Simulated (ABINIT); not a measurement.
Wanted: the native input for an ABINIT 10.8.3 (patched build) run.

```
Task                : band structure
Functional          : PBEsol
Potentials or basis : JTH PAW PBE v2.0
Cutoff              : 626 eV
k mesh              : 9 × 9 × 4
Occupations         : fermi-dirac, width 0.05 eV
Spin                : no spin polarisation
Fine-grid cutoff    : 1224.51 eV
```

ZnO:

```
Zn O
1.0
     3.28797    0.00000    0.00000
    -1.64398    2.84746    0.00000
     0.00000    0.00000    7.13044
Zn O
2 2
Cartesian
  0.0000 0.0000 1.7826
  0.0000 0.0000 5.3478
  1.6440 0.9492 5.3478
  0.0000 1.8983 1.7826
```

Measurements of this composition are mostly on another form, of space group No. 186.

These files were run (other wordings do the same):

run.abi

```
# Datasets: ground state, then fixed potential
ndtset 2

# Pseudopotentials
pp_dirpath "./"
pseudos "Zn.GGA_PBE-JTH.xml, O.GGA_PBE-JTH.xml"

# Structure
acell 3*1.0
rprim
     6.2133574367     0.0000000000     0.0000000000
    -3.1066787183     5.3809253829     0.0000000000
     0.0000000000     0.0000000000    13.4745812992
ntypat 2
znucl 30 8
natom 4
typat 1 1 2 2
xred
     0.0000000000     0.0000000000     0.2500000000
     0.0000000000     0.0000000000     0.7500000000
     0.6666666667     0.3333333333     0.7500000000
     0.3333333333     0.6666666667     0.2500000000

# Plane-wave basis
ecut 23.0
pawecutdg 45.0
pawxcdev 0

# Exchange and correlation
ixc -116133

# Bands and occupations
occopt 3
tsmear 0.00183747

# SCF cycle
nstep 100

# Output
iomode 3
prtwf 0
prteig 0
prtebands 0
prtden1 1

# Dataset 1
kptopt1 1
ngkpt1 9 9 4
nshiftk1 1
shiftk1 0.0 0.0 0.0
nband1 22
tolvrs1 1.0e-9

# Dataset 2: bands along G-M-K-G-A-L-H-A
iscf2 -2
getden2 1
nband2 28
nbdbuf2 4
tolwfr2 1.0e-11
kptopt2 -7
ndivsm2 8
prteig2 1
prtvol2 -3
kptbounds2
     0.0000000000     0.0000000000     0.0000000000
     0.5000000000     0.0000000000     0.0000000000
     0.3333333333     0.3333333333     0.0000000000
     0.0000000000     0.0000000000     0.0000000000
     0.0000000000     0.0000000000     0.5000000000
     0.5000000000     0.0000000000     0.5000000000
     0.3333333333     0.3333333333     0.5000000000
     0.0000000000     0.0000000000     0.5000000000
```

Potentials or basis: JTH PAW PBE v2.0.

Command:

```sh
$ abinit run.abi > log 2>&1
```

Results of the run:

```json
{
 "Pressure": "-4.6 GPa",
 "Band gap on the k mesh": "0.74 eV, direct",
 "Band gap along the path": "0.74 eV, direct"
}
```

Caveat: the PAW data sets were made with another functional, which shifts forces and pressure a little; the atomic spheres overlap.

It took 8.3 min on 1 thread of Intel(R) Xeon(R) Platinum 8259CL CPU @ 2.50GHz (Skylake/Cascade Lake) (shared host), peak memory 0.24 GiB.
